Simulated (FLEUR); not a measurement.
# SiO2 (P4_2/mnm) in FLEUR: further runs, part 2 of 2

FLEUR MaX-R8.1 (later development tree). Earlier steps stand in the parts before.

## (3) Band structure, LDA

Changes to inp.xml since step 2:

```diff
@@ -7,8 +7,5 @@
       <cutoffs Kmax="5.9" Gmax="18.3" GmaxXC="18.3" numbands="0"/>
-      <scfLoop itmax="80" minDistance="0.0001" maxIterBroyd="30" imix="Anderson" alpha="0.05" precondParam="0.0" spinf="2.0" sdNocoIR="T"/>
-      <coreElectrons ctail="F" frcor="F" kcrel="0" coretail_lmax="0"/>
-      <xcFunctional name="LibXC" relativisticCorrections="F">
-         <LibXCName exchange="mgga_x_r2scan" correlation="mgga_c_r2scan"/>
-         <AuxGGA exchange="117" correlation="130"/>
-      </xcFunctional>
+      <scfLoop itmax="60" minDistance="0.00001" maxIterBroyd="15" imix="Anderson" alpha="0.05" precondParam="0.0" spinf="2.0" sdNocoIR="T"/>
+      <coreElectrons ctail="T" frcor="F" kcrel="0" coretail_lmax="0"/>
+      <xcFunctional name="vwn" relativisticCorrections="F"/>
       <magnetism jspins="1"/>
```

crystal.txt reads:

```
SiO2
&input cartesian=F /
4.2331690000  0.0000000000  0.0000000000
0.0000000000  4.2331690000  0.0000000000
0.0000000000  0.0000000000  2.6934950000
1.8897261246
1.0 1.0 1.0

6
14 0.0000000000  0.0000000000  0.0000000000
14 0.5000000000  0.5000000000  0.5000000000
8 0.8068390000  0.1931610000  0.5000000000
8 0.3068390000  0.3068390000  0.0000000000
8 0.1931610000  0.8068390000  0.5000000000
8 0.6931610000  0.6931610000  0.0000000000

&kpt div1=6 div2=6 div3=10 gamma=T /
```

Changes to inp.xml (bands) since step 2:

```diff
@@ -7,8 +7,5 @@
       <cutoffs Kmax="5.9" Gmax="18.3" GmaxXC="18.3" numbands="0"/>
-      <scfLoop itmax="80" minDistance="0.0001" maxIterBroyd="30" imix="Anderson" alpha="0.05" precondParam="0.0" spinf="2.0" sdNocoIR="T"/>
-      <coreElectrons ctail="F" frcor="F" kcrel="0" coretail_lmax="0"/>
-      <xcFunctional name="LibXC" relativisticCorrections="F">
-         <LibXCName exchange="mgga_x_r2scan" correlation="mgga_c_r2scan"/>
-         <AuxGGA exchange="117" correlation="130"/>
-      </xcFunctional>
+      <scfLoop itmax="60" minDistance="0.00001" maxIterBroyd="15" imix="Anderson" alpha="0.05" precondParam="0.0" spinf="2.0" sdNocoIR="T"/>
+      <coreElectrons ctail="T" frcor="F" kcrel="0" coretail_lmax="0"/>
+      <xcFunctional name="vwn" relativisticCorrections="F"/>
       <magnetism jspins="1"/>
```

Potentials or basis: all-electron, FLAPW.

Run with:

```sh
> inpgen -f crystal.txt -profile fastHighL
> # inp.xml edited to the form shown
> mpirun -n 4 fleur_MPI -pe_per_kpt 1
> mpirun -n 4 fleur_MPI -pe_per_kpt 1   # second run, on inp.xml (bands)
```

It took 3 min on 4 MPI ranks of Arm Neoverse V1, shared host.

The run converged. Its results:

```yaml
Free_energy: -23882.9300 eV
Band_gap_on_the_k_mesh: 5.02 eV, direct
Band_gap_along_the_path: 5.02 eV, direct
Valence_electrons_inside_the_program's_atomic_spheres: Si 8.97; O 4.77 (radii Si 1.66, O 1.44 bohr)
```

Levels at the corners of the path, in eV from the valence-band top:
```csv
point,band 20,band 21,band 22,band 23,band 24,band 25,band 26,band 27,band 28,band 29
Γ,-3.06,-2.53,-0.87,-0.87,0.00,5.02,6.34,8.11,8.11,10.68
X,-3.76,-2.65,-2.65,-1.05,-1.05,7.18,7.18,8.67,8.67,10.55
M,-3.18,-2.58,-2.58,-2.20,-2.20,6.87,6.87,9.58,9.58,12.49
Γ,-3.06,-2.53,-0.87,-0.87,0.00,5.02,6.34,8.11,8.11,10.68
Z,-4.52,-2.96,-2.96,-2.60,-2.60,8.45,8.45,12.02,12.02,12.08
R,-3.87,-2.24,-2.24,-1.70,-1.70,8.25,8.25,9.31,9.31,11.80
A,-4.39,-1.75,-1.75,-1.48,-1.48,6.67,6.67,10.44,10.44,11.33
Z,-4.52,-2.96,-2.96,-2.60,-2.60,8.45,8.45,12.02,12.02,12.08
X,-3.76,-2.65,-2.65,-1.05,-1.05,7.18,7.18,8.67,8.67,10.55
R,-3.87,-2.24,-2.24,-1.70,-1.70,8.25,8.25,9.31,9.31,11.80
M,-3.18,-2.58,-2.58,-2.20,-2.20,6.87,6.87,9.58,9.58,12.49
A,-4.39,-1.75,-1.75,-1.48,-1.48,6.67,6.67,10.44,10.44,11.33
```

Core levels (eV from the Fermi level):
```
atom         levels
1 Si  1s1/2 -1773.2
2 Si  1s1/2 -1773.2
 3 O   1s1/2 -501.0
 4 O   1s1/2 -501.0
 5 O   1s1/2 -501.0
 6 O   1s1/2 -501.0
```
